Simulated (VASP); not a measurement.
# K in VASP: notebook, part 3 of 3

VASP 6.6.1. Earlier steps stand in the parts before.

## Step 5: Work function, PBE

INCAR

```
SYSTEM = K
PREC = Accurate ; ENCUT = 520
EDIFF = 1E-7 ; ISMEAR = -1
SIGMA = 0.05 ; LREAL = .False.
LASPH = .True. ; NELM = 60
ALGO = Normal ; ISIF = 2
LWAVE = .False. ; LCHARG = .False.
LDIPOL = .True. ; IDIPOL = 3
DIPOL = 0.5 0.5 0.500 ; GGA = PE
EFIELD = 0.1 ; LVHAR = .True.
LVACPOTAV = .True.
```

KPOINTS

```
regular mesh
0
Gamma
  7 7 1
  0 0 0
```

POSCAR

```
K
1.0
    4.7623960204      0.0000000000      0.0000000000
   -2.3811980102      4.1243559365      0.0000000000
    0.0000000000      0.0000000000     30.6599426400
K
5
Direct
    0.6666666700      0.3333333400      0.2446188529
    0.3333333300      0.6666666600      0.3723094265
    0.6666666700      0.3333333400      0.5000000000
    0.3333333300      0.6666666600      0.6276905735
    0.6666666700      0.3333333400      0.7553811471
```

Potentials or basis: VASP PAW PBE potentials, release 64 (K_sv).

Started as:

```console
cat potpaw_PBE.64/K_sv/POTCAR > POTCAR
mpirun -np 1 vasp_std > vasp.out
```

OUTCAR:

```text
SYSTEM = K
   PREC = Accurate
   ENCUT = 520
   EDIFF = 1E-7
   ISMEAR = -1
   LREAL = .False.
   LASPH = .True.
   NELM = 60
   ISIF = 2
   GGA = PE

 ion  position               nearest neighbor table
   1  0.667  0.333  0.245-
   2  0.333  0.667  0.372-
   3  0.667  0.333  0.500-
   4  0.333  0.667  0.628-
   5  0.667  0.333  0.755-
[... 428 lines left out ...]

  FORCE on cell =-STRESS in cart. coord.  units (eV):
  Direction    XX          YY          ZZ          XY          YZ          ZX
  --------------------------------------------------------------------------------------
  -------------------------------------------------------------------------------------
  Total       -0.4589884     -0.4589884     -0.3048733      0.0000000      0.0000000      0.0000000
  in kB       -1.2211227     -1.2211227     -0.8111049      0.0000000      0.0000000      0.0000000
  external PRESSURE =      -1.0844501 kB  Pullay stress =       0.0000000 kB

 VOLUME and BASIS-vectors are now :
 -----------------------------------------------------------------------------
  energy-cutoff  :      520.00
  volume of cell :      602.22
      direct lattice vectors                 reciprocal lattice vectors
     4.762396020  0.000000000  0.000000000     0.209978338  0.121231050  0.000000000
    -2.381198010  4.124355936  0.000000000     0.000000000  0.242462100  0.000000000
     0.000000000  0.000000000 30.659942640     0.000000000  0.000000000  0.032615847

 POSITION                                       TOTAL-FORCE (eV/Angst)
 -----------------------------------------------------------------------------------
      2.38120      1.37479      7.50000         0.000000     -0.000000      0.024326
      0.00000      2.74957     11.41499        -0.000000     -0.000000     -0.014569
      2.38120      1.37479     15.32997         0.000000     -0.000000     -0.000452
      0.00000      2.74957     19.24496        -0.000000      0.000000      0.013200
      2.38120      1.37479     23.15994         0.000000     -0.000000     -0.022506
 -----------------------------------------------------------------------------------
    total drift:                                0.000000     -0.000022     -0.000007

  FREE ENERGIE OF THE ION-ELECTRON SYSTEM (eV)
  ---------------------------------------------------
  free  energy   TOTEN  =        -5.0243743813 eV

  energy  without entropy=       -4.9871347502  energy(sigma->0) =       -5.00575457
```

stdout:

```text
POSCAR found type information on POSCAR K
 POSCAR found :  1 types and       5 ions
 scaLAPACK will be used
 LDA part: xc-table for (Slater+PW92), standard interpolation
 POSCAR, INCAR and KPOINTS ok, starting setup
[... 28 lines left out ...]
|           W    W  A    A  R    R  N    N  II  N    N   GGGG   !!!           |
|                                                                             |
|     Did not find any points to average over, which means that no vacuum     |
|     field-free region was found. Please increase the size of  your cell     |
|     in the dimension of the dipole correction to obtain accurate            |
|     workfunction values.                                                    |
|                                                                             |
 -----------------------------------------------------------------------------
```

It took 3.6 min on 1 thread of Intel Xeon Platinum 8488C (Sapphire Rapids), shared host; peak memory 0.61 GiB.

Results:

| Quantity | Value |
| --- | --- |
| Free energy | -5.0244 eV |
| Largest force | 0.024 eV/Å |
| Band gap on the k mesh | none (metal or under the smearing width) |

Forces in eV/Å, atoms in the order of the input:
```
K    0.000  0.000  0.024
K    0.000  0.000 -0.015
K    0.000  0.000  0.000
K    0.000  0.000  0.013
K    0.000  0.000 -0.023
```

Levels at points of the mesh, in eV from the Fermi level:
```tsv
k point	band 20	band 21	band 22	band 23	band 24	band 25	band 26	band 27
(0.00, 0.00, 0.00)	-15.58	-1.99	-1.75	-1.36	-0.83	-0.20	0.59	1.11
```

## Step 6: Work function, PBE

Edit INCAR of step 5 so:

```diff
@@ -9,3 +9,3 @@
 DIPOL = 0.5 0.5 0.500 ; GGA = PE
-EFIELD = 0.1 ; LVHAR = .True.
+EFIELD = 0.3 ; LVHAR = .True.
 LVACPOTAV = .True.
```

KPOINTS is that of step 5.

POSCAR is that of step 5.

Potentials or basis: VASP PAW PBE potentials, release 64 (K_sv).

Started as:

```console
cat potpaw_PBE.64/K_sv/POTCAR > POTCAR
mpirun -np 1 vasp_std > vasp.out
```

OUTCAR:

```text
SYSTEM = K
   PREC = Accurate
   ENCUT = 520
   EDIFF = 1E-7
   ISMEAR = -1
   LREAL = .False.
   LASPH = .True.
   NELM = 60
   ISIF = 2
   GGA = PE

 ion  position               nearest neighbor table
   1  0.667  0.333  0.245-
   2  0.333  0.667  0.372-
   3  0.667  0.333  0.500-
   4  0.333  0.667  0.628-
   5  0.667  0.333  0.755-
[... 428 lines left out ...]

  FORCE on cell =-STRESS in cart. coord.  units (eV):
  Direction    XX          YY          ZZ          XY          YZ          ZX
  --------------------------------------------------------------------------------------
  -------------------------------------------------------------------------------------
  Total       -0.4334919     -0.4334919     -0.3558891     -0.0000000     -0.0000000      0.0000000
  in kB       -1.1532901     -1.1532901     -0.9468306     -0.0000000     -0.0000000      0.0000000
  external PRESSURE =      -1.0844703 kB  Pullay stress =       0.0000000 kB

 VOLUME and BASIS-vectors are now :
 -----------------------------------------------------------------------------
  energy-cutoff  :      520.00
  volume of cell :      602.22
      direct lattice vectors                 reciprocal lattice vectors
     4.762396020  0.000000000  0.000000000     0.209978338  0.121231050  0.000000000
    -2.381198010  4.124355936  0.000000000     0.000000000  0.242462100  0.000000000
     0.000000000  0.000000000 30.659942640     0.000000000  0.000000000  0.032615847

 POSITION                                       TOTAL-FORCE (eV/Angst)
 -----------------------------------------------------------------------------------
      2.38120      1.37479      7.50000         0.000000      0.000000      0.021725
      0.00000      2.74957     11.41499        -0.000000      0.000000     -0.016082
      2.38120      1.37479     15.32997        -0.000000     -0.000000     -0.001173
      0.00000      2.74957     19.24496         0.000000     -0.000000      0.012292
      2.38120      1.37479     23.15994        -0.000000     -0.000000     -0.016762
 -----------------------------------------------------------------------------------
    total drift:                               -0.000000     -0.000022     -0.000335

  FREE ENERGIE OF THE ION-ELECTRON SYSTEM (eV)
  ---------------------------------------------------
  free  energy   TOTEN  =        -5.1164455315 eV

  energy  without entropy=       -5.0790838339  energy(sigma->0) =       -5.09776468
```

stdout:

```text
POSCAR found type information on POSCAR K
 POSCAR found :  1 types and       5 ions
 scaLAPACK will be used
 LDA part: xc-table for (Slater+PW92), standard interpolation
 POSCAR, INCAR and KPOINTS ok, starting setup
[... 28 lines left out ...]
|           W    W  A    A  R    R  N    N  II  N    N   GGGG   !!!           |
|                                                                             |
|     Did not find any points to average over, which means that no vacuum     |
|     field-free region was found. Please increase the size of  your cell     |
|     in the dimension of the dipole correction to obtain accurate            |
|     workfunction values.                                                    |
|                                                                             |
 -----------------------------------------------------------------------------
```

It took 4.1 min on 1 thread of Intel Xeon Platinum 8488C (Sapphire Rapids), shared host; peak memory 0.67 GiB.

Results:

| Property | Result |
| --- | --- |
| Free energy | -5.1164 eV |
| Largest force | 0.022 eV/Å |
| Band gap on the k mesh | none (metal or under the smearing width) |

Forces on the atoms (eV/Å):
```
K    0.000  0.000  0.022
K    0.000  0.000 -0.016
K    0.000  0.000 -0.001
K    0.000  0.000  0.012
K    0.000  0.000 -0.017
```
